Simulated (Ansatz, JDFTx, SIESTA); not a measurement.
One calculation of BP, 3 ways

The starting cell:

```xyz
2
Lattice="0.0000 2.2690 2.2690 2.2690 0.0000 2.2690 2.2690 2.2690 0.0000" Properties=species:S:1:pos:R:3 pbc="T T T"
P     3.4035    3.4035    3.4035
B     0.0000    0.0000    0.0000
```

Alike in all runs: task relaxation of cell and atoms; functional PBE; k mesh 10 × 10 × 10; occupations fermi-dirac, width 0.05 eV; no spin polarisation; no spin-orbit coupling.

```
                                                     program and potentials  plane-wave cutoff (eV)         notes  equilibrium volume (Å³/atom)
SIESTA, files PseudoDojo sr-pbe-0.4.1-standard, DZP (energy shift 0.005 Ry)                       -  atomic basis                         12.01
                  JDFTx, PseudoDojo-SR-PBE-0.5-standard with smoothed tails                    1034             -                         11.75
                             Ansatz, all-electron LAPW, scalar-relativistic                       -             -                         11.76
```

The equilibrium volume spans 11.75 (JDFTx, PseudoDojo-SR-PBE-0.5-standard with smoothed tails) to 12.01 Å³/atom (SIESTA, files PseudoDojo sr-pbe-0.4.1-standard, DZP (energy shift 0.005 Ry)), with all-electron results at 11.76. Relaxations stop with a little pressure left, so the last digit of a volume isn't settled. Rows in atomic bases carry the error of their basis and grid, which can be large.

Differences between rows come from potentials, basis sets and numerical settings, since the functional is the same but for its coding. Runs on potential files found faulty are left out.
